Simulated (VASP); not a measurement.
**GaAs: input slips in a relaxation and what they do**

Aim: see how common mistakes in a VASP relaxation show up, on GaAs. The starting structure is a measured crystal structure from the Crystallography Open Database. The first relaxation on each setting starts from this cell expanded by 3 % in volume.

Method: Kohn-Sham DFT with plane waves and PAW; PBEsol, in VASP 6.6.1.

## Step 1: The structure

Symmetry: F-43m, No. 216, cubic system. The conventional cell has a = 5.654 Å, b = 5.654 Å, c = 5.654 Å, α = 90.00°, β = 90.00°, γ = 90.00°. Nearest to As lie 4 Ga at 2.45 Å. Nearest to Ga lie 4 As at 2.45 Å. Farther neighbours are not listed.

Structure file:

```xyz
2
Lattice="0.0000 2.8268 2.8268 2.8268 0.0000 2.8268 2.8268 2.8268 0.0000" Properties=species:S:1:pos:R:3 pbc="T T T"
As    4.2403    4.2403    4.2403
Ga    0.0000    0.0000    0.0000
```

## Step 2: Reference relaxation

This run starts from the cell of an earlier relaxation, which isn't shown; the restart sets up the plane waves anew.

INCAR reads:

```
SYSTEM = GaAs
PREC = Accurate
ENCUT = 450
EDIFF = 1E-06
NELM = 100
ISMEAR = 0
SIGMA = 0.03
LREAL = .FALSE.
ALGO = Normal
GGA = PS
NBANDS = 15
LORBIT = 11
LWAVE = .FALSE.
LCHARG = .FALSE.
KPAR = 8
IBRION = 2
NSW = 50
ISIF = 3
EDIFFG = -0.006
```

POSCAR reads:

```
GaAs
1.0
    0.0000000000      2.8298538326      2.8298538326
    2.8298538326      0.0000000000      2.8298538326
    2.8298538326      2.8298538326      0.0000000000
As Ga
1 1
Direct
    0.7500000000      0.7500000000      0.7500000000
    0.0000000000      0.0000000000      0.0000000000
```

KPOINTS reads:

```
Automatic mesh
0
Gamma
6 6 6
0 0 0
```

PAW data sets: As and Ga_d (PBE family, release 64).

Command:

```
mpirun -np 8 vasp_std
```

What it wrote:

```text
[banner, memory and clock lines left out]
running    8 mpi-ranks, on    1 nodes
 distrk:  each k-point on    1 cores,    8 groups
 distr:  one band on    1 cores,    1 groups

 POSCAR found type information on POSCAR AsGa
 POSCAR found :  2 types and       2 ions
|                                                                             |
|           W    W    AA    RRRRR   N    N  II  N    N   GGGG   !!!           |
|           W    W   A  A   R    R  NN   N  II  NN   N  G    G  !!!           |
|           W    W  A    A  R    R  N N  N  II  N N  N  G       !!!           |
|           W WW W  AAAAAA  RRRRR   N  N N  II  N  N N  G  GGG   !            |
|           WW  WW  A    A  R   R   N   NN  II  N   NN  G    G                |
|           W    W  A    A  R    R  N    N  II  N    N   GGGG   !!!           |
|                                                                             |
|     For optimal performance we recommend to set                             |
|       NCORE = 2 up to number-of-cores-per-socket                            |
|     NCORE specifies how many cores store one orbital (NPAR=cpu/NCORE).      |
|     This setting can greatly improve the performance of VASP for DFT.       |
|     The default, NCORE=1 might be grossly inefficient on modern             |
|     multi-core architectures or massively parallel machines. Do your        |
|     Unfortunately you need to use the default for GW and RPA                |
|     calculations (for HF NCORE is supported but not extensively tested      |
|     yet).                                                                   |
|                                                                             |

|                                                                             |
|               ----> ADVICE to this user running VASP <----                  |
|                                                                             |
|     You enforced a specific xc type in the INCAR file but a different       |
|     [... a line on the potential file left out ...]
|     I HOPE YOU KNOW WHAT YOU ARE DOING!                                     |
|                                                                             |

 LDA part: xc-table for (Slater+PW92), standard interpolation
 POSCAR, INCAR and KPOINTS ok, starting setup
 FFT: planning ... GRIDC
 FFT: planning ... GRID_SOFT
 FFT: planning ... GRID
 WAVECAR not read
 entering main loop
       N       E                     dE             d eps       ncg     rms          rms(c)
DAV:   1     0.773810776216E+02    0.77381E+02   -0.83176E+03   495   0.151E+03
DAV:   2    -0.320566268675E+01   -0.80587E+02   -0.76927E+02   543   0.290E+02
DAV:   3    -0.916834058814E+01   -0.59627E+01   -0.59397E+01   578   0.664E+01
DAV:   4    -0.926829769710E+01   -0.99957E-01   -0.99931E-01   607   0.951E+00
DAV:   5    -0.926959388753E+01   -0.12962E-02   -0.12962E-02   599   0.953E-01    0.293E+00
DAV:   6    -0.909877427553E+01    0.17082E+00   -0.24207E-01   733   0.977E+00    0.173E+00
DAV:   7    -0.906643390473E+01    0.32340E-01   -0.62137E-02   703   0.217E+00    0.539E-01
DAV:   8    -0.906462086869E+01    0.18130E-02   -0.97860E-03   606   0.119E+00    0.103E-01
DAV:   9    -0.906479611303E+01   -0.17524E-03   -0.72436E-04   603   0.348E-01    0.431E-02
DAV:  10    -0.906482981954E+01   -0.33707E-04   -0.53008E-05   657   0.756E-02    0.233E-02
DAV:  11    -0.906485192735E+01   -0.22108E-04   -0.26179E-05   550   0.543E-02    0.251E-03
DAV:  12    -0.906485192624E+01    0.11055E-08   -0.89492E-07   485   0.157E-02
   1 F= -.90648519E+01 E0= -.90648519E+01  d E =-.906485E+01
 curvature:   0.00 expect dE= 0.000E+00 dE for cont linesearch  0.000E+00
 trial: gam= 0.00000 g(F)=  0.134E-45 g(S)=  0.230E-05 ort = 0.000E+00 (trialstep = 0.100E+01)
 search vector abs. value=  0.230E-05
 reached required accuracy - stopping structural energy minimisation
```

Run time: 2.8 s. Hardware: 8 MPI ranks of Intel Xeon Platinum 8488C (Sapphire Rapids), shared host; peak memory 1.2 GiB; 17 s of CPU time.

The logs omit lines about the potential files and the build; timing stands in the text.

From OUTCAR (step 2):

```text
ion  position               nearest neighbor table
   1  0.750  0.750  0.750-   2 2.45   2 2.45   2 2.45   2 2.45
   2  0.000  0.000  0.000-   1 2.45   1 2.45   1 2.45   1 2.45

  LATTYP: Found a face centered cubic cell.
 ALAT       =     5.6597076652

 Subroutine GETGRP returns: Found 24 space group operations
 (whereof 24 operations were pure point group operations)

The static configuration has the point symmetry T_d .

 Found     16 irreducible k-points:

   k-points           NKPTS =     16   k-points in BZ     NKDIM =     16   number of bands    NBANDS=     15

   dimension x,y,z NGX =    28 NGY =   28 NGZ =   28
   dimension x,y,z NGXF=    56 NGYF=   56 NGZF=   56

   ENCUT  =  450.0 eV  33.07 Ry    5.75 a.u.   6.92  6.92  6.92*2*pi/ulx,y,z

   NELECT =      18.0000    total number of electrons

 k-points in reciprocal lattice and weights: Automatic mesh
   0.00000000  0.00000000  0.00000000       0.005
   0.16666667  0.00000000  0.00000000       0.037
   0.33333333  0.00000000  0.00000000       0.037
   0.50000000  0.00000000  0.00000000       0.019
   0.16666667  0.16666667  0.00000000       0.028
   0.33333333  0.16666667  0.00000000       0.111
   0.50000000  0.16666667  0.00000000       0.111
  -0.33333333  0.16666667  0.00000000       0.111
  -0.16666667  0.16666667  0.00000000       0.056
[...]
-0.33333333  0.33333333  0.16666667       0.111
  -0.33333333  0.50000000  0.16666667       0.056

 average (electrostatic) potential at core
       1 -50.2216       2 -66.2564

 E-fermi :   3.9878

 k-point     1 :       0.0000    0.0000    0.0000
  band No.  band energies     occupation
    ...
      5     -10.9191      2.00000
      6      -8.9468      2.00000
      7       3.7840      2.00000
      8       3.7840      2.00000
      9       3.7840      2.00000
     10       4.2120      0.00000
     11       7.4650      0.00000
     12       7.4651      0.00000
     13       7.4651      0.00000
     14      11.1590      0.00000
    ...

 k-point     2 :       0.1667    0.0000    0.0000
  band No.  band energies     occupation
    ...
      5     -10.9193      2.00000
      6      -8.6260      2.00000
      7       1.0442      2.00000
      8       3.4009      2.00000
      9       3.4009      2.00000
     10       5.3460      0.00000
     11       8.0131      0.00000
     12       8.0131      0.00000
     13       8.3853      0.00000
     14      12.5397      0.00000
    ...

 k-point     3 :       0.3333    0.0000    0.0000
  band No.  band energies     occupation
    ...
      5     -10.9175      2.00000
      6      -7.7969      2.00000
      7      -1.6220      2.00000
      8       2.8538      2.00000
      9       2.8538      2.00000
     10       4.9168      0.00000
     11       8.4244      0.00000
     12       8.4244      0.00000
     13      10.9149      0.00000
     14      12.3603      0.00000
    ...

  Total        0.0056322      0.0056322      0.0056322      0.0000000      0.0000000     -0.0000000
  in kB        0.1990970      0.1990970      0.1990970      0.0000000      0.0000000     -0.0000000
  external PRESSURE =       0.1990970 kB  Pullay stress =       0.0000000 kB

  energy-cutoff  :      450.00
  volume of cell :       45.32
      direct lattice vectors                 reciprocal lattice vectors
     0.000000000  2.829853833  2.829853833    -0.176687571  0.176687571  0.176687571
     2.829853833  0.000000000  2.829853833     0.176687571 -0.176687571  0.176687571
     2.829853833  2.829853833  0.000000000     0.176687571  0.176687571 -0.176687571

 POSITION                                       TOTAL-FORCE (eV/Angst)
 -----------------------------------------------------------------------------------
      4.24478      4.24478      4.24478         0.000000      0.000000      0.000000
      0.00000      0.00000      0.00000        -0.000000     -0.000000     -0.000000
 -----------------------------------------------------------------------------------
    total drift:                               -0.000001     -0.000001     -0.000001

  FREE ENERGIE OF THE ION-ELECTRON SYSTEM (eV)
  ---------------------------------------------------
  free  energy   TOTEN  =        -9.0648519262 eV

  energy  without entropy=       -9.0648519262  energy(sigma->0) =       -9.06485193

 reached required accuracy - stopping structural energy minimisation

 total charge
# of ion       s       p       d       tot
------------------------------------------
    1        1.209   1.594   0.031   2.834
    2        0.880   0.802   9.994  11.676
--------------------------------------------------
tot          2.088   2.396  10.025  14.510

[... 3 further parts left out ...]
```

CONTCAR:

```
GaAs
   1.00000000000000
     0.0000000000000000    2.8298538326000000    2.8298538326000000
     2.8298538326000000    0.0000000000000000    2.8298538326000000
     2.8298538326000000    2.8298538326000000    0.0000000000000000
  As              Ga
     1     1
Direct
     0.7500000000000000    0.7500000000000000    0.7500000000000000
     0.0000000000000000    0.0000000000000000    0.0000000000000000
```

The PAW data sets were made with PBE, which is usual practice but a small mismatch for other functionals. The run keeps the 24 symmetry operations of its start, so it cannot find a distortion of lower symmetry.

The reference relaxation ends at 22.662 Å³ an atom. Pressures at 0.985 and 1.015 times this volume, from two more relaxations that aren't shown, give a bulk modulus of 70.3 GPa.

## Step 3: Relaxation with a cutoff far too low

A slip made on purpose: a cutoff far too low. Against step 2 the input has PREC = Normal and ENCUT = 160 (also changed: NELM).

INCAR: that of step 2 with these lines changed.

```diff
@@ -1,6 +1,6 @@
 SYSTEM = GaAs
-PREC = Accurate
-ENCUT = 450
+PREC = Normal
+ENCUT = 160
 EDIFF = 1E-06
-NELM = 100
+NELM = 60
 ISMEAR = 0
```

POSCAR reads:

```
GaAs
1.0
    0.0000000000      2.8548404342      2.8548404342
    2.8548404342      0.0000000000      2.8548404342
    2.8548404342      2.8548404342      0.0000000000
As Ga
1 1
Direct
    0.7500000000      0.7500000000      0.7500000000
    0.0000000000      0.0000000000      0.0000000000
```

KPOINTS is that of step 2.

Command:

```
mpirun -np 8 vasp_std
```

What it wrote:

```text
[banner, memory and clock lines left out]
running    8 mpi-ranks, on    1 nodes
[...]
[... a notice as in an earlier step ...]

 [... a notice as in an earlier step ...]

 LDA part: xc-table for (Slater+PW92), standard interpolation
 POSCAR, INCAR and KPOINTS ok, starting setup
[...]
entering main loop
       N       E                     dE             d eps       ncg     rms          rms(c)
DAV:   1     0.444621265208E+02    0.44462E+02   -0.56211E+03   529   0.672E+02
DAV:   2    -0.409743424361E+01   -0.48560E+02   -0.47511E+02   592   0.156E+02
DAV:   3    -0.558418692726E+01   -0.14868E+01   -0.14859E+01   571   0.278E+01
DAV:   4    -0.559222079576E+01   -0.80339E-02   -0.80337E-02   623   0.212E+00
[...]
DAV:  11    -0.466828591317E+01    0.51944E-05   -0.23246E-05   578   0.332E-02    0.143E-02
DAV:  12    -0.466829177541E+01   -0.58622E-05   -0.15703E-05   536   0.188E-02    0.112E-02
DAV:  13    -0.466829277393E+01   -0.99852E-06   -0.98600E-07   456   0.777E-03
[...]
|     E        R    R   R    R   O     O  R    R      ###     ###     ###     |
|     EEEEEEE  R     R  R     R  OOOOOOO  R     R     ###     ###     ###     |
|                                                                             |
|     Orbital orthonormalization failed in the inversion of matrix            |
|     LAPACK: Routine ZPOTRF failed! kpoint: 1 spin: 1                        |
|                                                                             |
|     Possible solutions for this issue are:                                  |
|     - Please check whether the atoms are too close to each other.           |
|     - Decreasing POTIM might help during relaxations or MDs.                |
|     - Deleting CHGCAR or WAVECAR if incompatible with the structure.        |
|     - Try calculating without symmetrizing (ISYM = 0 or ISYM = -1).         |
|     - As last resort: using a different PAW for some of the atoms.          |
|                                                                             |
|       ---->  I REFUSE TO CONTINUE WITH THIS SICK JOB ... BYE!!! <----       |
|                                                                             |

Abort(1) on node <host> (rank 0 in comm 0): application called MPI_Abort(MPI_COMM_WORLD, 1) - process 0
```

Wall time 32 s (8 MPI ranks).

VASP stopped with this message: “Orbital orthonormalization failed in the inversion of matrix LAPACK: Routine ZPOTRF failed! kpoint: 1 spin: 1”.

## Step 4: Relaxation with too few ionic steps

A slip made on purpose: too few ionic steps. Against step 2 the input has NSW = 2 (also changed: NELM).

INCAR: that of step 3 with these lines changed.

```diff
@@ -1,4 +1,4 @@
 SYSTEM = GaAs
-PREC = Normal
-ENCUT = 160
+PREC = Accurate
+ENCUT = 450
 EDIFF = 1E-06
@@ -16,3 +16,3 @@
 IBRION = 2
-NSW = 50
+NSW = 2
 ISIF = 3
```

POSCAR is that of step 3.

KPOINTS is that of step 3.

Command:

```
mpirun -np 8 vasp_std
```

What it wrote:

```text
[... set-up lines as in an earlier step ...]
 entering main loop
       N       E                     dE             d eps       ncg     rms          rms(c)
DAV:   1     0.774693750571E+02    0.77469E+02   -0.84960E+03   488   0.148E+03
DAV:   2    -0.319626007184E+01   -0.80666E+02   -0.76638E+02   536   0.294E+02
DAV:   3    -0.916484348660E+01   -0.59686E+01   -0.59484E+01   578   0.671E+01
DAV:   4    -0.925478344119E+01   -0.89940E-01   -0.89931E-01   571   0.910E+00
[...]
DAV:  10    -0.905889174279E+01   -0.35131E-04   -0.50923E-05   661   0.692E-02    0.239E-02
DAV:  11    -0.905891507961E+01   -0.23337E-04   -0.28056E-05   529   0.547E-02    0.242E-03
DAV:  12    -0.905891508382E+01   -0.42028E-08   -0.83210E-07   513   0.142E-02
   1 F= -.90589151E+01 E0= -.90589151E+01  d E =-.905892E+01
[...]
N       E                     dE             d eps       ncg     rms          rms(c)
DAV:   1    -0.927248145446E+01   -0.21357E+00   -0.24875E+00   599   0.278E+01    0.266E+00
DAV:   2    -0.910776011558E+01    0.16472E+00   -0.29419E-01   592   0.139E+01    0.118E+00
DAV:   3    -0.906892619457E+01    0.38834E-01   -0.35375E-02   599   0.349E+00    0.297E-01
DAV:   4    -0.906486770849E+01    0.40585E-02   -0.40039E-03   517   0.729E-01    0.923E-02
DAV:   5    -0.906430005362E+01    0.56765E-03   -0.36089E-04   600   0.252E-01    0.169E-02
DAV:   6    -0.906429808094E+01    0.19727E-05   -0.15163E-05   664   0.312E-02    0.103E-02
DAV:   7    -0.906429909246E+01   -0.10115E-05   -0.18504E-06   448   0.181E-02    0.309E-03
DAV:   8    -0.906429894718E+01    0.14528E-06   -0.40208E-07   324   0.766E-03
   2 F= -.90642989E+01 E0= -.90642989E+01  d E =-.538386E-02
 trial-energy change:   -0.005384  1 .order   -0.005249   -0.018132    0.007633
 step:   0.7102(harm=  0.7037)  dis= 0.00000  next Energy=    -9.065402 (dE=-0.649E-02)
```

The job ended after 4.2 s (8 MPI ranks; peak memory 1.2 GiB).

Parts of OUTCAR (step 4):

```text
  Total        0.2107226      0.2107226      0.2107226      0.0000000     -0.0000000     -0.0000000
  in kB        7.5244229      7.5244229      7.5244229      0.0000000     -0.0000000     -0.0000000
  external PRESSURE =       7.5244229 kB  Pullay stress =       0.0000000 kB

 POSITION                                       TOTAL-FORCE (eV/Angst)
 -----------------------------------------------------------------------------------
      4.23056      4.23056      4.23056        -0.000000     -0.000000     -0.000000
      0.00000      0.00000      0.00000         0.000000      0.000000      0.000000
 -----------------------------------------------------------------------------------
    total drift:                               -0.000001     -0.000001     -0.000001

  FREE ENERGIE OF THE ION-ELECTRON SYSTEM (eV)
  ---------------------------------------------------
  free  energy   TOTEN  =        -9.0642989472 eV

  energy  without entropy=       -9.0642989472  energy(sigma->0) =       -9.06429895

[... 1 part as in an earlier step ...]

[... 2 further parts left out ...]
[key lines of the parts left out:]
E-fermi :   4.0047
```

The relaxation used up its 2 ionic steps (NSW) before forces and stress met EDIFFG.

## Step 5: Relaxation with a loose energy criterion for the relaxation

A slip made on purpose: a loose energy criterion for the relaxation. Against step 2 the input has EDIFFG = 0.1 (also changed: NELM).

INCAR: that of step 4 with these lines changed.

```diff
@@ -16,4 +16,4 @@
 IBRION = 2
-NSW = 2
+NSW = 50
 ISIF = 3
-EDIFFG = -0.006
+EDIFFG = 0.1
```

POSCAR is that of step 4.

KPOINTS is that of step 4.

Command:

```
mpirun -np 8 vasp_std
```

What it wrote:

```text
[... set-up lines as in an earlier step ...]
 entering main loop
       N       E                     dE             d eps       ncg     rms          rms(c)
[... 12 cycles as in an earlier step ...]
   1 F= -.90589151E+01 E0= -.90589151E+01  d E =-.905892E+01
[...]
N       E                     dE             d eps       ncg     rms          rms(c)
[... 8 cycles as in an earlier step ...]
   2 F= -.90642989E+01 E0= -.90642989E+01  d E =-.538386E-02
 trial-energy change:   -0.005384  1 .order   -0.005249   -0.018132    0.007633
 step:   0.7102(harm=  0.7037)  dis= 0.00000  next Energy=    -9.065402 (dE=-0.649E-02)
[...]
N       E                     dE             d eps       ncg     rms          rms(c)
DAV:   1    -0.908272850469E+01   -0.18429E-01   -0.21638E-01   599   0.872E+00    0.755E-01
DAV:   2    -0.906922932103E+01    0.13499E-01   -0.21983E-02   592   0.317E+00    0.347E-01
DAV:   3    -0.906579179798E+01    0.34375E-02   -0.37891E-03   606   0.117E+00    0.743E-02
DAV:   4    -0.906548004836E+01    0.31175E-03   -0.36481E-04   567   0.263E-01    0.264E-02
DAV:   5    -0.906543235179E+01    0.47697E-04   -0.27531E-05   579   0.698E-02    0.596E-03
DAV:   6    -0.906543171213E+01    0.63966E-06   -0.18570E-06   412   0.190E-02
   3 F= -.90654317E+01 E0= -.90654317E+01  d E =-.651663E-02
[...]
reached required accuracy - stopping structural energy minimisation
```

Wall time 5.4 s (8 MPI ranks); peak memory 1.3 GiB.

(Part 1 of 2 ends here.)

[Lines on the potential files, build, host, timing and source positions are cut from VASP's logs without a mark.]

[Logs are printed without paths, hosts, clocks, repeated set-up lines and the standing remarks that a program may print on its own settings, such as how far it seeks lower states.]

[Hosts, paths, dates, database ids (printed as entryN), source tags and the programs' standing remarks are cut or masked in the printed files.]
